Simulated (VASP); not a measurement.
A run of VASP 6.6.1:

Contents of POSCAR:

```
TaN
1.0
    2.9217699809      0.0000000000      0.0000000000
   -1.4608849905      2.5303270275      0.0000000000
    0.0000000000      0.0000000000      5.9165150000
Ta N
2 2
Direct
    0.0000000000      0.0000000000      0.5000000000
    0.0000000000      0.0000000000      0.0000000000
    0.3333333333      0.6666666667      0.2500000000
    0.6666666667      0.3333333333      0.7500000000
```

INCAR.step1

```
SYSTEM = TaN
PREC = Accurate
ENCUT = 520
EDIFF = 1E-6
ISMEAR = -1
SIGMA = 0.05
LREAL = .FALSE.
LASPH = .TRUE.
NELM = 80
ALGO = Fast
ISIF = 2
LWAVE = .FALSE.
LCHARG = .TRUE.
LNONCOLLINEAR = .TRUE.
MAGMOM = 0 0 0 0 0 0 0 0 0 0 0 0
LORBIT = 11
LSORBIT = .TRUE.
GGA_COMPAT = .FALSE.
LMAXMIX = 4
GGA = CA
```

KPOINTS.step1

```
regular mesh
0
G
  7 7 4
  0 0 0
```

File INCAR.step2:

```
SYSTEM = TaN
PREC = Accurate
ENCUT = 520
EDIFF = 1E-6
ISMEAR = 0
SIGMA = 0.05
LREAL = .FALSE.
LASPH = .TRUE.
NELM = 80
ALGO = Fast
ISIF = 2
LWAVE = .FALSE.
LCHARG = .FALSE.
LNONCOLLINEAR = .TRUE.
MAGMOM = 0 0 0 0 0 0 0 0 0 0 0 0
LORBIT = 11
LSORBIT = .TRUE.
GGA_COMPAT = .FALSE.
LMAXMIX = 4
GGA = CA
ICHARG = 11
```

Contents of KPOINTS.step2:

```
path GMKGALHA,LM,KH
10
line-mode
reciprocal
 0.0000000000  0.0000000000  0.0000000000  G
 0.5000000000  0.0000000000  0.0000000000  M

 0.5000000000  0.0000000000  0.0000000000  M
 0.3333333333  0.3333333333  0.0000000000  K

 0.3333333333  0.3333333333  0.0000000000  K
 0.0000000000  0.0000000000  0.0000000000  G

 0.0000000000  0.0000000000  0.0000000000  G
 0.0000000000  0.0000000000  0.5000000000  A

 0.0000000000  0.0000000000  0.5000000000  A
 0.5000000000  0.0000000000  0.5000000000  L

 0.5000000000  0.0000000000  0.5000000000  L
 0.3333333333  0.3333333333  0.5000000000  H

 0.3333333333  0.3333333333  0.5000000000  H
 0.0000000000  0.0000000000  0.5000000000  A

 0.5000000000  0.0000000000  0.5000000000  L
 0.5000000000  0.0000000000  0.0000000000  M

 0.3333333333  0.3333333333  0.0000000000  K
 0.3333333333  0.3333333333  0.5000000000  H
```

Potentials or basis: VASP PAW LDA potentials, release 64 (Ta_pv, N).

The run is started by

```sh
$ cat potpaw_LDA.64/Ta_pv/POTCAR potpaw_LDA.64/N/POTCAR > POTCAR
$ cp INCAR.step1 INCAR
$ cp KPOINTS.step1 KPOINTS
$ mpirun -np 1 vasp_ncl > vasp.out
$ cp INCAR.step2 INCAR
$ cp KPOINTS.step2 KPOINTS
$ mpirun -np 1 vasp_ncl > vasp.out
```

Hardware: 1 thread of Intel(R) Xeon(R) 6975P-C (Granite Rapids), with other jobs on the host.

Q: How long does it take, and how much memory?

A: It took 3.3 min on 1 thread of Intel(R) Xeon(R) 6975P-C (Granite Rapids), on a shared host, peak memory 0.37 GiB. Counts: scf iterations 10, k points 90.
